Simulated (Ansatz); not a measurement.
# MoP (P-6m2) in Ansatz: settings compared

Aim: see how the results for MoP move with the level of theory and the settings. Levels: PBEsol, HSE06, PBE0. Tasks: single point.

Program: Ansatz 0.2.0. These are calculated values, not measurements. Logs are shortened: lines on timing, memory, paths and dates and some standing lists are left out, and cuts for length are marked.

## (1) The crystal as given

Symmetry: P-6m2, No. 187, hexagonal system. Conventional cell: a = 3.223 Å, b = 3.223 Å, c = 3.191 Å, α = 90.00°, β = 90.00°, γ = 120.00°. Mo (site symmetry -6m2) has 6 P at 2.45 Å as nearest neighbours. P (site symmetry -6m2) has 6 Mo at 2.45 Å as nearest neighbours.

## (2) Single point, PBEsol

File input.yaml:

```yaml
crystal:
  lattice:
    - [3.223, 0.0, 0.0]
    - [-1.6115, 2.7911998764, 0.0]
    - [0.0, 0.0, 3.191]
  atoms:
    - { symbol: Mo, position: [0.0, 0.0, 0.0] }
    - { symbol: P, position: [0.3333333333, 0.6666666667, 0.5] }
kpoints:
  mp_grid: { grid: [8, 8, 6] }
scf:
  occupations: { method: fermi_dirac, width: 0.05 }
hamiltonian:
  xc: pbesol
  pseudopotentials: { kind: all_electron, datasets: crystal }
output:
  forces: true
  stress: true
  eigenvalues: true
```

Potentials or basis: all-electron PAW datasets made for the crystal.

The run is started by

```sh
ansatz run input.yaml --threads 2 --pin off --max-ram 8192MiB --backend cpu --events-out ev --progress --plain --runs-dir out
```

Standard output:

```text
Warning: RAYON_NUM_THREADS=2 ignored (pool sized by the plan → 2); use --threads N
hamiltonian.pseudopotentials.datasets: crystal makes datasets for this crystal and solves the spheres of its atoms anew in each pass: cutoff 300.0 eV, the density's 1200.0 eV; for an error of 0.50 meV an atom under PBE, 1.0 meV for the cell; an energy difference from a run of another recipe may be off by several times the error for the cell, under r2SCAN by more, where some 0.1 meV an atom stays at smaller errors; P in spheres of 1.074 Å, 5 of its electrons in bands, 8 on its site; Mo in spheres of 1.376 Å, 6 of its electrons in bands, 8 on its site; only band paths and densities of states list, in semicore columns, the levels of the semicore shells that are solved separately: 2s of P, 2p of P, 4s of Mo, 4p of Mo
band count auto-derived: 11 (N_el = 11.0; filled up to band 6; 10 by the electrons, moments and atoms)
Engine: ansatz 0.2.0, x86_64-unknown-linux-gnu
Pseudopotentials: kind: all_electron
Pseudopotential: Mo, paw, valence charge 14, recommended cutoff 300 eV (normal), crystal/all_electron/pbesol/scalar/gaussian/Mo, Koelling and Harmon's equation, gaussian nucleus
Pseudopotential: P, paw, valence charge 13, recommended cutoff 300 eV (normal), crystal/all_electron/pbesol/scalar/gaussian/P, Koelling and Harmon's equation, gaussian nucleus
Functional definition: PBEsol
  exchange = pbesol_x
  correlation = pbesol_c
Crystal: 2 atoms, lattice volume = 28.706 Å³
Basis set: ecut = 300 eV, 339 PW (Γ), exchange–correlation on 40×40×40 points (8 copies of the dense FFT grid, shifted against one another)
Bands: 11, of which v1, the nominal top of the filled ones, is band 6 counted from 1 (5 counted from 0)
Symmetry: 12 space group operations
Space group: P-6m2 (ITA 187), of the structure as read, at distance tolerance 3.1e-5 Å
k-points: 40 of 384 (time reversal used)
Non-local potential: Mo, projectors of the file, l = 0: 1, l = 1: 1, l = 2: 2
Non-local potential: P, projectors of the file, l = 0: 1, l = 1: 1
PAW form: soft (Blöchl's): semilocal exchange-correlation on the pseudo side does not see the compensation charge
PAW one-centre angular grid: Mo, 590 points (default); XC on its mesh's 1883 points in the sphere
PAW one-centre angular grid: P, 110 points (default); XC on its mesh's 1909 points in the sphere
Initial density: superposition of atomic densities (neutral atoms: chi_scale 0, normalization atom)
Initial wavefunctions: pseudopotential atomic-orbital guess
Functional: x = pbesol(κ = 0.804, μ = 0.12345679012345678), c = pbesol(β = 0.046)
iter 1 solved again at ethr=3.40e-2 eV; its pass at ethr=1.00e-1 eV (dr2=3.74e0 eV) is discarded
SCF iter   1: F=—  HF=-119415.306927 eV  |F-HF|=—  |Δ(HF+E_count)|=         —  Δρ=1.10e-1  dr2=4.88e0  ethr=3.40e-2  ⟨swp⟩=3.0  Hψ=2848  notcnv=0
preconditioner: auto → none  [metal: Δε(μ)=0.091 eV  Ē_g=10.152 eV  σ=0.050 eV  W_gap=0.42  n_scr=8 (ndim 8)  ℏωp=23.0 eV  f_vac=0.000  D(μ)=0.79/eV (n_scr^D=2)  sad-step TF]
SCF iter   2: F=—  HF=-119414.371798 eV  |F-HF|=—  |Δ(HF+E_count)|=   9.35e-1  Δρ=4.56e-2  dr2=7.28e-1  ethr=3.40e-2  ⟨swp⟩=2.0  Hψ=880  notcnv=0
SCF iter   3: F=—  HF=-119414.214335 eV  |F-HF|=—  |Δ(HF+E_count)|=   1.57e-1  Δρ=1.83e-2  dr2=1.35e-1  ethr=6.62e-3  ⟨swp⟩=3.0  Hψ=1207  notcnv=0
SCF iter   4: F=—  HF=-119414.205503 eV  |F-HF|=—  |Δ(HF+E_count)|=   8.83e-3  Δρ=9.28e-3  dr2=4.05e-2  ethr=1.23e-3  ⟨swp⟩=3.0  Hψ=1504  notcnv=0
SCF iter   5: F=—  HF=-119414.196813 eV  |F-HF|=—  |Δ(HF+E_count)|=   8.69e-3  Δρ=3.05e-3  dr2=4.33e-3  ethr=3.68e-4  ⟨swp⟩=2.1  Hψ=874  notcnv=0  defer=1
iter 6 solved again at ethr=1.33e-6 eV; its pass at ethr=3.94e-5 eV (dr2=1.46e-4 eV) is discarded
SCF iter   6: F=—  HF=-119414.196463 eV  |F-HF|=—  |Δ(HF+E_count)|=   3.51e-4  Δρ=5.78e-4  dr2=1.46e-4  ethr=1.33e-6  ⟨swp⟩=2.2  Hψ=1844  notcnv=0
SCF iter   7: F=—  HF=-119414.196434 eV  |F-HF|=—  |Δ(HF+E_count)|=   2.90e-5  Δρ=1.73e-4  dr2=1.27e-5  ethr=1.33e-6  ⟨swp⟩=2.1  Hψ=679  notcnv=0
SCF iter   8: F=—  HF=-119414.196432 eV  |F-HF|=—  |Δ(HF+E_count)|=   1.83e-6  Δρ=3.15e-5  dr2=3.84e-7  ethr=1.16e-7  ⟨swp⟩=2.9  Hψ=753  notcnv=0
SCF iter   9: F=-119414.196432 eV  HF=-119414.196432 eV  |F-HF|=1.41e-8  |Δ(HF+E_count)|=   3.31e-8  Δρ=6.56e-6  dr2=1.85e-8  ethr=3.49e-9  ⟨swp⟩=3.0  Hψ=811  notcnv=0
SCF 1 converged in 9 iterations: F = -119414.196431 eV  dr2 = 1.85e-8
  Residual-converged pass: ⟨swp⟩=4.1  Hψ=1082  notcnv=0  max |occ|·‖R‖ = 5.3e-6 eV (tolerance 5.3e-6 eV)  dr2=1.49e-8  dr2_onsite=3.74e-9  max |Δocc| = 1.1e-9
SCF converged after 9 iterations
Free energy (F): -119414.196431 eV
Harris-Foulkes:  -119414.196431 eV  (|F-HF|=1.41e-8)
Internal energy: -119414.189320 eV  (E = F + TS)
E sigma→0 (E₀):  -119414.192876 eV
Entropy (-TS):   -0.007111 eV (-3.556 meV/atom)
Past the cutoff: the bands carry plane waves up to 1.75 times it, of which those up to 1.5 times it add -0.000119 eV an atom, each by itself; the spheres take 0.000070 eV an atom off the energy for waves past 1.75 times it
By the cutoff:   a pressure is off by up to 0.006 GPa (1.2 times the spheres' own share and the shells' term, over an atom's volume, and 0.004 GPa: a bound that held against runs at twice the plane waves)
Past the cutoffs: a stress includes 0.0040 GPa for waves and charges beyond them, in addition to the slope of what the spheres take
In the spheres:  the bands' charges fall short by 1.8e-6 e at most (sound up to 1e-3), those of shells solved beside the bands by 4.5e-7 e (sound up to 5e-4)
Fermi energy:    19.244050 eV
--- Per-component energies (eV) ---
  E_band       = 153.972863
  E_kinetic    = 181.498088
  E_local      = -1512.747892  (includes V_loc(G=0)·N_el)
  E_nonlocal   = 20.438788
  E_hartree    = 817.040767
  E_xc         = -153.486886
  E_vxc        = -155.216474  (∫ρ·V_xc dr)
  E_paw        = -122745.437343  (= ΣΔE_a)
  E_vpaw       = -7056.605262  (= ΣTr[D̂ρ^β])
  E_ewald      = -3064.015369
  E_smearing   = -0.007111  (= −TS)
  E_closure    = 7042.520527  (closes the sum)
  Σ components = -119414.196431   (vs F -119414.196431, Δ=0.00e0)
  The terms above E_closure are by the made datasets' own strengths, without shells solved beside the bands.
--- Forces (eV/Å), atoms counted from 1 ---
  atom   1  Mo    -0.00000000    -0.00000000     0.00000000
  atom   2  P      0.00000000    -0.00000000     0.00000000
  max |Σ_I F_I| component: 1.02e-16 eV/Å
--- Stress (GPa, compression-positive) ---
       -3.775000      -0.000000       0.000000
        0.000000      -3.775000       0.000000
        0.000000       0.000000      -3.556286
  P = ⅓ Tr σ = -3.7021 GPa (-37.021 kbar)
  It holds what live shells' own plane waves past their cutoff add
--- Band table (eV; the first three rows and the last of 40) ---
  k-point 0: bands = ["5.1963", "14.8969", "15.8052", "15.8052", "18.4180", "19.3952", "19.3952", "23.2558", "23.2558"]
  k-point 1: bands = ["5.6398", "14.2824", "16.0075", "16.0075", "18.4024", "18.4970", "18.4970", "23.7030", "23.7030"]
  k-point 2: bands = ["6.7781", "12.4759", "16.3901", "16.3901", "17.5037", "17.5037", "19.4611", "22.7921", "22.7921"]
  k-point 39: bands = ["8.2754", "12.3900", "13.3470", "15.8013", "17.7158", "20.7258", "22.4216", "22.5398", "23.4661"]
```

It took 17 s on 2 threads of Intel Xeon at 2.50GHz (Skylake/Cascade Lake), shared host; peak memory 0.53 GiB.

Results:

| Property | Result |
| --- | --- |
| Free energy | -119414.1964 eV |
| Pressure | -3.7 GPa |
| Band gap on the k mesh | none (metal or under the smearing width) |

Caveat: the k mesh is thin for a metal, which can move the energy by tens of meV per atom.

## (3) Single point, HSE06

Edit input.yaml of step 2 so:

```diff
@@ -13,3 +13,3 @@
 hamiltonian:
-  xc: pbesol
+  xc: hse06
   pseudopotentials: { kind: all_electron, datasets: crystal }
@@ -18,2 +18 @@
   stress: true
-  eigenvalues: true
```

Potentials or basis: all-electron PAW datasets made for the crystal.

The run is started by

```sh
ansatz run input.yaml --threads 2 --pin off --max-ram 8192MiB --backend cpu --events-out ev --progress --plain --runs-dir out
```

Standard output:

```text
Warning: RAYON_NUM_THREADS=2 ignored (pool sized by the plan → 2); use --threads N
hamiltonian.pseudopotentials.datasets: crystal makes datasets for this crystal and solves the spheres of its atoms anew in each pass: cutoff 290.0 eV, the density's 1160.0 eV;, for an error of 0.50 meV an atom under PBE, 1.0 meV for the cell; an energy difference from a run of another recipe may be off by several times the error for the cell, under r2SCAN by more, where some 0.1 meV an atom stays at smaller errors; P in spheres of 1.074 Å, 5 of its electrons in bands; Mo in spheres of 1.376 Å, 14 of its electrons in bands
band count auto-derived: 15 (N_el = 19.0; filled up to band 10; 14 by the electrons, moments and atoms)
[... 2 set-up lines as earlier in the session ...]
Pseudopotential: Mo, paw, valence charge 14, recommended cutoff 290 eV (normal), crystal/all_electron/pbe/scalar/gaussian/Mo, Koelling and Harmon's equation, gaussian nucleus
Pseudopotential: P, paw, valence charge 5, recommended cutoff 290 eV (normal), crystal/all_electron/pbe/scalar/gaussian/P, Koelling and Harmon's equation, gaussian nucleus
Functional definition: HSE06
  parameter a = 0.25
[... 55 lines left out ...]
  E_paw        = -120111.430116  (= ΣΔE_a)
  E_vpaw       = -2708.434747  (= ΣTr[D̂ρ^β])
  E_ewald      = -1719.999773
  E_smearing   = -0.005042  (= −TS)
  E_closure    = 2443.147943  (closes the sum)
  Σ components = -119488.503543   (vs F -119488.503543, Δ=0.00e0)
  The terms above E_closure are by the made datasets' own strengths, without shells solved beside the bands.
--- Forces (eV/Å), atoms counted from 1 ---
  atom   1  Mo    -0.00000000    -0.00000000     0.00000000
  atom   2  P      0.00000000    -0.00000000     0.00000000
  max |Σ_I F_I| component: 7.40e-17 eV/Å
--- Stress (GPa, compression-positive) ---
       -4.894774       0.000000       0.000000
        0.000000      -4.894774       0.000000
        0.000000       0.000000      -4.308339
  P = ⅓ Tr σ = -4.6993 GPa (-46.993 kbar)
--- Band table (eV; the first three rows and the last of 40) ---
  k-point 0: bands = ["-46.2124", "-18.9170", "-18.7224", "-18.7224", "3.4783", "14.5048", "15.2088", "15.2088", "18.2574", "19.3110", "19.3110", "23.8461"]
  k-point 1: bands = ["-46.2066", "-19.0061", "-18.7151", "-18.7151", "3.9716", "13.6923", "15.4384", "15.4384", "18.3053", "18.3053", "18.4727", "24.3874"]
  k-point 2: bands = ["-46.1951", "-19.1806", "-18.7006", "-18.7006", "5.2394", "11.5819", "15.8557", "15.8557", "17.2064", "17.2064", "19.9125", "23.3711"]
  k-point 39: bands = ["-46.1467", "-19.1741", "-19.0220", "-18.9128", "6.8436", "11.4364", "12.5260", "15.1938", "17.4208", "21.4441", "23.0144", "23.1378"]
```

It took 28 min on 2 threads of Intel Xeon at 2.50GHz (Skylake/Cascade Lake), shared host; peak memory 1.2 GiB.

What came out:

```yaml
Free_energy: -119488.5035 eV
Pressure: -4.7 GPa
Band_gap_on_the_k_mesh: none (metal or under the smearing width)
```

Levels at points of the mesh, in eV from the Fermi level:
```
             k point  band 6  band 7  band 8  band 9  band 10  band 11  band 12
  (0.00, 0.00, 0.00)   -4.82   -4.11   -4.11   -1.06    -0.01    -0.01     4.53
 (0.00, 0.00, -0.50)   -9.13   -3.46   -3.46   -2.20    -2.20     1.80     3.23
 (0.00, -0.50, 0.00)   -8.44   -4.84   -4.41   -1.72    -0.78     1.97     2.86
(0.00, -0.50, -0.50)   -7.23   -6.24   -5.38   -1.60     1.66     2.40     3.91
```

Caveat: the k mesh is thin for a metal, which can move the energy by tens of meV per atom.

## (4) Single point, PBE0

Edit input.yaml of step 3 so:

```diff
@@ -13,3 +13,3 @@
 hamiltonian:
-  xc: hse06
+  xc: pbe0
   pseudopotentials: { kind: all_electron, datasets: crystal }
```

The run is started by

```sh
ansatz run input.yaml --threads 2 --pin off --max-ram 8192MiB --backend cpu --events-out ev --progress --plain --runs-dir out
```

It took 34 min on 2 threads of Intel Xeon at 2.50GHz (Skylake/Cascade Lake), shared host; peak memory 1.2 GiB.

Results (log left out):

```yaml
Free_energy: -119488.2562 eV
Pressure: -4.9 GPa
Band_gap_on_the_k_mesh: none (metal or under the smearing width)
```

Stress tensor (GPa, compression positive):
```
-5.31  0.00  0.00
 0.00 -5.31  0.00
 0.00  0.00 -4.22
```

Levels at points of the mesh, in eV from the Fermi level:
```tsv
k point	band 6	band 7	band 8	band 9	band 10	band 11	band 12
(0.00, 0.00, 0.00)	-5.28	-4.58	-4.58	-1.37	-0.35	-0.35	4.83
(0.00, 0.00, -0.50)	-9.64	-3.90	-3.90	-2.65	-2.65	2.13	3.52
(0.00, -0.50, 0.00)	-8.93	-5.31	-4.88	-2.08	-1.13	2.28	3.19
(0.00, -0.50, -0.50)	-7.71	-6.71	-5.85	-2.02	1.97	2.73	4.22
```

Caveat: the k mesh is thin for a metal, which can move the energy by tens of meV per atom.

## (5) Overview

| level | cutoff (eV) | gap on the mesh (eV) | pressure (GPa) |
| --- | --- | --- | --- |
| PBEsol | 300 | none | -3.7 |
| HSE06 | 290 | none | -4.7 |
| PBE0 | 290 | none | -4.9 |

Alike in all rows: task single point; potentials or basis all-electron PAW datasets made for the crystal; no spin polarisation; cell as given; k mesh 8 × 8 × 6; smearing fermi-dirac 0.05 eV.

Every run on the cell as given and a fine mesh finds a metal. The pressure there spans -4.9 GPa (PBE0) to -3.7 GPa (PBEsol); a positive pressure means that this level wants a larger cell, a negative one a smaller.

Caveats: the k mesh is thin for a metal, which can move the energy by tens of meV per atom.

Compare energies only between runs with the same functional and basis.
